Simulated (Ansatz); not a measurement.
# KI (Fm-3m): spin-orbit coupling beyond the local functionals

Aim: the spin-orbit change of the gap of KI (Fm-3m).

Method: density functionals with and without spin-orbit coupling, plane waves, PAW, in Ansatz 0.2.0.

## (1) The starting structure

The structure is cubic, space group Fm-3m (No. 225). Conventional cell: a = 7.066 Å, b = 7.066 Å, c = 7.066 Å, α = 90.00°, β = 90.00°, γ = 90.00°. Nearest to K lie 6 I at 3.53 Å. I has 6 K at 3.53 Å nearest. Farther neighbours and most contacts between anions are not listed.

The cell and positions come from the Crystallography Open Database and are kept as given unless a step says otherwise. Spin-orbit coupling is left out unless a step names it. The default PAW set here is soft_2. Its files were made with PBE.

## (2) HSE06, 4×4×4 mesh

This step: DFT, HSE06, plane waves, PAW.

The input, input.yaml:

```yaml
crystal:
  lattice:
    - [0.0, 3.532775, 3.532775]
    - [3.532775, 0.0, 3.532775]
    - [3.532775, 3.532775, 0.0]
  atoms:
    - { symbol: K, position: [0.0, 0.0, 0.0] }
    - { symbol: I, position: [0.5, 0.5, 0.5] }
kpoints:
  mp_grid: { grid: [4, 4, 4] }
  band_path:
    path:
      - [0.0, 0.0, 0.0]
      - [0.5, 0.0, 0.5]
      - [0.625, 0.25, 0.625]
      - [0.375, 0.375, 0.75]
      - [0.5, 0.5, 0.5]
      - [0.5, 0.25, 0.75]
    npoints: 1
hamiltonian:
  xc: hse06
scf:
  occupations: { method: fixed }
  n_extra_bands: 4
output:
  eigenvalues: true
```

Run with:

```
ansatz run input.yaml --threads 3 --pin off --max-ram 92160MiB --backend cuda --events-out ev --progress --plain --runs-dir out --devices 1 --max-vram 13GiB
```

Numbers of over 12 decimals in the logs are rounded to 6 here.

What it wrote:

```text
scf.n_extra_bands = 4 over 13 filled bands (N_el = 26.0): the run solves 17 bands
GPUs: using 1 of 1 available (devices: 1).
Engine: ansatz 0.2.0, x86_64-unknown-linux-gnu
Pseudopotentials: kind: paw
Pseudopotential: K, paw, valence charge 9, recommended cutoff 420 eV (normal), K.paw.azcp
Pseudopotential: I, paw, valence charge 17, recommended cutoff 420 eV (normal), I.paw.azcp
Functional definition: HSE06
  parameter a = 0.25
  parameter omega = 0.11/bohr
  exchange = pbe_x - a*pbe_x_sr(omega) + a*exact_x_sr(omega)
  correlation = pbe_c
davidson cushion auto → on  (no smearing: the cushion is to keep the highest requested band from converging to the state above it; pin scf.eigensolver.cushion to override)
device memory: the entry about to start is reckoned to put 1.1 GiB on a device that reports 41.4 GiB free (of which the cap on the GPU budget leaves the run 13.0 GiB)
GPU FFT provider: cuFFT
GPU libraries: cuBLAS 13.8.2, cuFFT 12.4.0, cuSOLVER 12.3.4
Crystal: 2 atoms, lattice volume = 88.182 Å³
Basis set: ecut = 420 eV, 1759 PW (Γ)
Bands: 17, of which v1, the nominal top of the filled ones, is band 13 counted from 1 (12 counted from 0)
Symmetry: 48 space group operations
Space group: Fm-3m (ITA 225), of the structure as read, at distance tolerance 4.5e-5 Å
k-points: 8 of 64
Non-local potential: K, projectors of the file, l = 0: 3, l = 1: 2, l = 2: 2
Non-local potential: I, projectors of the file, l = 0: 2, l = 1: 2, l = 2: 2, l = 3: 2
PAW form: soft (Blöchl's): semilocal exchange-correlation on the pseudo side does not see the compensation charge
PAW frozen core: K, regenerated for the run's functional, and the local potential with it (the file was generated under x = pbe(κ = 0.804, μ = 0.219515), c = pbe(β = 0.066725))
PAW frozen core: I, regenerated for the run's functional, and the local potential with it (the file was generated under x = pbe(κ = 0.804, μ = 0.219515), c = pbe(β = 0.066725))
PAW one-centre angular grid: K, 110 points (default); XC on 64 Gauss nodes
PAW one-centre angular grid: I, 590 points (default); XC on 96 Gauss nodes
Initial density: superposition of atomic densities (neutral atoms: chi_scale 0, normalization atom), corrected by the library's trained network
Initial wavefunctions: pseudopotential atomic-orbital guess
GPU buffer pool allocated for 46656 grid points (all kernels)
GPU transforms: local potential and band sums: pruned to the plane-wave sphere, on 36×36×36
Functional: x = pbe(κ = 0.804, μ = 0.219515), c = pbe(β = 0.066725), warm-up for x = pbe(κ = 0.804, μ = 0.219515) + 0.25 (exact − pbe) at short range (hse, ω = 0.207870 Å⁻¹), c = pbe(β = 0.066725); HSE06 as pw.x's `hse` composes it (authors' and Libxc's form: `xc: wpbeh`)
[...]
Frozen-core exchange: fock
SCF iter   1: F=—  HF=-9059.425834 eV  |F-HF|=—  |Δ(HF+E_count)|=         —  Δρ=2.63e-5  dr2=3.31e-7  ethr=1.28e-7  ⟨swp⟩=4.5  Hψ=369  notcnv=0
preconditioner: auto → none  [insulator: Δε(μ)=4.966 eV  Ē_g=15.411 eV  n_scr=14 (ndim 8)  ℏωp=14.8 eV  f_vac=0.145]
iter 2 solved again at ethr=1.12e-10 eV; its pass at ethr=1.18e-9 eV (dr2=2.90e-8 eV) is discarded
SCF iter   2: F=-9059.425834 eV  HF=-9059.425834 eV  |F-HF|=1.51e-8  |Δ(HF+E_count)|=   9.34e-8  Δρ=1.06e-5  dr2=3.23e-8  ethr=1.12e-10  ⟨swp⟩=2.4  Hψ=732  notcnv=0
SCF 3 converged in 2 iterations: F = -9059.425834 eV  dr2 = 3.23e-8
hybrid outer 2: dexx = +6.980e-8 eV, tail = 7.52e-8 eV, Δε = 2.30e-3 eV (about 3.03e-4 eV left of the loop's levels)
the search or the solves at the SCF's close seem to have found levels that the self-consistency loop had missed (the run counts 1). By its estimate they hold under 1e-12 electrons; where the run keeps them, the occupations were computed again with them
device memory: the entry about to start is reckoned to put 0.4 GiB on a device that reports 32.6 GiB free (of which the cap on the GPU budget leaves the run 13.0 GiB)
NSCF: frozen V_eff on 6 k-points
hybrid SCF converged: 2 outer / 7 inner (+2 warm-up), last move |dexx| = 6.98e-8 eV, tail = 7.52e-8 eV
Stability not checked: this state was not tested for a lower state beside it, because the functional holds exact exchange (a hybrid, or Hartree-Fock), whose exchange loop this test does not read (fock_operator; see scf.lower_state_search)
Free energy (F): -9059.425834 eV
Frozen-core exchange: fock
Harris-Foulkes:  -9059.425834 eV  (|F-HF|=1.51e-8)
Internal energy: -9059.425834 eV  (E = F + TS)
E sigma→0 (E₀):  -9059.425834 eV
Fermi energy:    1.550692 eV
--- Per-component energies (eV) ---
  E_band       = -575.264147
  E_kinetic    = 443.042716
  E_local      = -2829.719097  (includes V_loc(G=0)·N_el)
  E_nonlocal   = -77.769177
  E_hartree    = 1342.049783
  E_xc         = -211.490311
  E_vxc        = -234.091774  (∫ρ·V_xc dr)
  E_exx        = -74.333689  (= α·E_x^exact, valence–valence)
  E_paw        = -5582.275048  (= ΣΔE_a)
  E_vpaw       = -412.151971  (= ΣTr[D̂ρ^β])
  E_aug_tail   = -0.000005  (compensation charges beyond the density's cutoff)
  E_ewald      = -2068.432357
  E_core_change = -0.498648  (= ΣΔE_core)
  E_smearing   = -0.000000  (= −TS)
  E_closure    = -0.000000  (closes the sum)
  Σ components = -9059.425834   (vs F -9059.425834, Δ=0.00e0)
--- Band table (eV; the first three rows and the last of 8) ---
  k-point 0: bands = [... 9 lower, -9.8259, 1.5507, 1.5507, 1.5507, 6.5163, 9.1919, 9.1919, 9.1919]
  k-point 1: bands = [... 9 lower, -9.6616, 0.7638, 1.3682, 1.3682, 7.6203, 9.2174, 9.8337, 9.8337]
  k-point 2: bands = [... 9 lower, -9.5064, 0.1575, 1.2006, 1.2006, 8.0447, 10.4561, 10.8020, 10.8020]
  k-point 7: bands = [... 9 lower, -9.5910, 0.7747, 0.7747, 0.9221, 9.0858, 9.0858, 9.3093, 11.0037]
```

Wall time 13 s (1 × NVIDIA H100 80GB HBM3 (shared by 6 runs) with 3 threads of AMD EPYC 7R13 (Zen 3), shared host); peak memory 1 GiB.

Numbers from this step:

```yaml
gap: 4.966 eV
valence_top_at: Γ
conduction_bottom_at: Γ
least_direct_gap: 4.966 eV
exact_exchange_fraction: 0.25
```

The gap is direct, at Γ.

## (3) HSE06+SOC, 4×4×4 mesh

The many-body steps leave out spin-orbit coupling, so its effect is taken from a two-component run, with twice the bands.

This step: DFT, HSE06 with spin-orbit coupling, plane waves, PAW.

input.yaml, as its differences from that of step 2:

```diff
@@ -23,4 +23,11 @@
   occupations: { method: fixed }
-  n_extra_bands: 4
+  n_extra_bands: 8
+magnetization:
+  noncollinear: true
+  spin_orbit: true
 output:
   eigenvalues: true
+  write_density: true
+  write_potential: true
+  elf: true
+  volumetric_format: npy
```

What it wrote:

```text
[...]
GPUs: using 1 of 1 available (devices: 1).
[...]
non-collinear run that drives no moment, with spin-orbit: no starting moment large enough to seed its density (crystal.atoms[].spin), no starting occupations that ask for one, no magnetisation constraint and no magnetic field, so the semilocal B_xc is pinned to zero
[...]
GPU FFT provider: cuFFT
GPU libraries: cuBLAS 13.8.2, cuFFT 12.4.0, cuSOLVER 12.3.4
Crystal: 2 atoms, lattice volume = 88.182 Å³
Basis set: ecut = 420 eV, 1759 PW (Γ)
Bands: 34, of which v1, the nominal top of the filled ones, is band 26 counted from 1 (25 counted from 0)
Symmetry: 48 space group operations + 48 with time reversal
[...]
k-points: 8 of 64
Projection manifold: j_resolved (fully-relativistic pseudo-atomic orbitals)
[...]
GPU buffer pool allocated for 46656 grid points (all kernels)
[...]
SCF iter   1: F=—  HF=-9057.902373 eV  |F-HF|=—  |Δ(HF+E_count)|=         —  Δρ=3.93e-2  dr2=2.64e0  dr2_m=0.00e0 (ungated)  ethr=1.00e-1  |M|=0.00e0 ∫|m|=0.00e0 μB  |m|>n=0.0e0 m-floor=0.0e0 τ_xc=0.0e0  β_m=0.30  ⟨swp⟩=8.2  Hψ=1042  notcnv=0
[...]
SCF iter   5: F=-9056.745513 eV  HF=-9056.745465 eV  |F-HF|=4.80e-5  |Δ(HF+E_count)|=   1.87e-3  Δρ=3.55e-4  dr2=5.41e-5  dr2_m=0.00e0 (ungated)  ethr=1.04e-5  |M|=0.00e0 ∫|m|=0.00e0 μB  |m|>n=0.0e0 m-floor=0.0e0 τ_xc=0.0e0  ⟨swp⟩=4.4  Hψ=777  notcnv=0
SCF 1 stopped early in 5 iterations: F = -9056.745513 eV  dr2 = 5.41e-5
[...]
GPU FFT provider: cuFFT
GPU libraries: cuBLAS 13.8.2, cuFFT 12.4.0, cuSOLVER 12.3.4
Projection manifold: j_resolved (fully-relativistic pseudo-atomic orbitals)
[...]
GPU buffer pool allocated for 46656 grid points (all kernels)
[...]
Frozen-core exchange: fock
SCF iter   1: F=—  HF=-9057.192988 eV  |F-HF|=—  |Δ(HF+E_count)|=         —  Δρ=1.54e-3  dr2=2.40e-3  dr2_m=0.00e0 (ungated)  ethr=2.08e-6  |M|=0.00e0 ∫|m|=0.00e0 μB  |m|>n=0.0e0 m-floor=0.0e0 τ_xc=0.0e0  β_m=0.30  ⟨swp⟩=9.2  Hψ=1478  notcnv=0
[...]
SCF iter   6: F=-9057.195080 eV  HF=-9057.195081 eV  |F-HF|=4.53e-7  |Δ(HF+E_count)|=   2.84e-5  Δρ=2.19e-5  dr2=7.95e-7  dr2_m=0.00e0 (ungated)  ethr=6.26e-10  |M|=0.00e0 ∫|m|=0.00e0 μB  |m|>n=0.0e0 m-floor=0.0e0 τ_xc=0.0e0  ⟨swp⟩=8.0  Hψ=1212  notcnv=0  defer=18
SCF 2 stopped early in 6 iterations: F = -9057.195080 eV  dr2 = 7.95e-7
hybrid outer 1: dexx = +2.488e-3 eV, tail = 7.73e-6 eV
GPU FFT provider: cuFFT
GPU libraries: cuBLAS 13.8.2, cuFFT 12.4.0, cuSOLVER 12.3.4
Projection manifold: j_resolved (fully-relativistic pseudo-atomic orbitals)
GPU buffer pool allocated for 46656 grid points (all kernels)
[...]
Frozen-core exchange: fock
SCF iter   1: F=—  HF=-9057.195080 eV  |F-HF|=—  |Δ(HF+E_count)|=         —  Δρ=2.96e-5  dr2=5.72e-7  dr2_m=0.00e0 (ungated)  ethr=1.49e-7  |M|=0.00e0 ∫|m|=0.00e0 μB  |m|>n=0.0e0 m-floor=0.0e0 τ_xc=0.0e0  β_m=0.30  ⟨swp⟩=4.5  Hψ=727  notcnv=0
[...]
SCF iter   2: F=-9057.195079 eV  HF=-9057.195079 eV  |F-HF|=3.18e-8  |Δ(HF+E_count)|=   1.99e-7  Δρ=1.51e-5  dr2=6.36e-8  dr2_m=0.00e0 (ungated)  ethr=1.95e-9  |M|=0.00e0 ∫|m|=0.00e0 μB  |m|>n=0.0e0 m-floor=0.0e0 τ_xc=0.0e0  ⟨swp⟩=4.5  Hψ=787  notcnv=0  defer=6
SCF 3 converged in 2 iterations: F = -9057.195079 eV  dr2 = 6.36e-8
[...]
NSCF: frozen V_eff on 6 k-points
[...]
Magnetization: |M| = 0.0000 μB,  M = (+0.0000, +0.0000, +0.0000) μB
Absolute magnetization: 0.0000 μB (∫|m|)
  site 0: m = (+0.0000, +0.0000, +0.0000) μB, |m| = 0.0000 μB  (R = 1.46 Å)
  site 1: m = (+0.0000, +0.0000, +0.0000) μB, |m| = 0.0000 μB  (R = 1.46 Å)
Free energy (F): -9057.195080 eV
Frozen-core exchange: fock
[...]
Internal energy: -9057.195080 eV  (E = F + TS)
E sigma→0 (E₀):  -9057.195080 eV
Fermi energy:    1.892822 eV
[...]
--- Band table (eV; the first three rows and the last of 8) ---
  k-point 0: bands = [... 22 lower, 1.8928, 1.8928, 1.8928, 1.8928, 6.5144, 6.5144, 9.1882, 9.1882, ... 4 higher]
  k-point 1: bands = [... 22 lower, 1.3355, 1.3355, 1.6945, 1.6945, 7.6189, 7.6189, 9.2124, 9.2124, ... 4 higher]
  k-point 2: bands = [... 22 lower, 1.0276, 1.0276, 1.5139, 1.5139, 8.0422, 8.0422, 10.4385, 10.4385, ... 4 higher]
  k-point 7: bands = [... 22 lower, 1.0449, 1.0449, 1.1625, 1.1625, 9.0159, 9.0159, 9.1340, 9.1340, ... 4 higher]
```

Run time: 25 s. Hardware: 1 × NVIDIA H100 80GB HBM3 (shared by 6 runs) with 3 threads; peak memory 1.3 GiB.

Numbers from this step:

| Quantity | Value |
| --- | --- |
| gap | 4.622 eV |
| valence top at | Γ |
| conduction bottom at | Γ |
| least direct gap | 4.622 eV |
| exact-exchange fraction | 0.25 |

The gap stands −0.34 eV against HSE06.

## (4) Together

Times are wall times on 1 × NVIDIA H100 80GB HBM3 (shared by 6 runs) with 3 threads of AMD EPYC 7R13 (Zen 3), shared host, good to a factor of about two.

```csv
level,gap (eV),with coupling (eV),change (eV),time,with coupling
HSE06,4.97,4.62,−0.34,13 s,25 s
```

## (5) Outcome

```yaml
hse06: 4.97 eV
hse06_soc: 4.62 eV
```

In words: Spin-orbit coupling changes the gap by −0.34 eV and the least direct gap by −0.34 eV.

[Paths, hosts, dates, memory and timing lines, banners, echoed tables and standing remarks are left out of the program output.]

[Logs are printed without paths, hosts, clocks, repeated set-up lines and the standing remarks that a program may print on its own settings, such as how far it seeks lower states.]

[Runs of the session that timed out or met a known fault of the program may be left out.]

[Cells called generated may have been cut or substituted from an entry of the Crystallography Open Database or the Materials Project.]

[Hosts, paths, dates, database ids (printed as entryN), source tags and the programs' standing remarks are cut or masked in the printed files.]
